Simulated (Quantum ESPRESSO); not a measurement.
# TaN: Wannier functions under several settings

```
Ta N
1.0
     2.73231    0.00000    0.00000
     0.00000    2.73231    0.00000
     0.00000    0.00000    2.73231
Ta N
1 1
Direct
  0.00000 0.00000 0.00000
  0.50000 0.50000 0.50000
```

The cell comes from a database or a generator and needn't be the stable form of this composition.

All runs used Quantum ESPRESSO 7.5; potentials GBRV 1.5 PBEsol; k mesh 8 × 8 × 8; given cell; no spin polarisation; cutoff 762 eV; occupations fermi-dirac, width 0.05 eV.

```tsv
level	start	Wannier mesh	spread a function (Å²)	RMS miss of the bands (meV)
PBEsol	atomic projections with disentanglement	6 × 6 × 6	0.98	17
PBEsol	atomic projections with disentanglement, not minimised	6 × 6 × 6	?	?
PBEsol	SCDM with an erfc weight	6 × 6 × 6	2.39	101
```

Q: What stands in the row left open?

A: Spread a function 1.37 Å²; RMS miss of the bands 7 meV.

Caveats: the Wannier minimisation didn't converge (some runs).

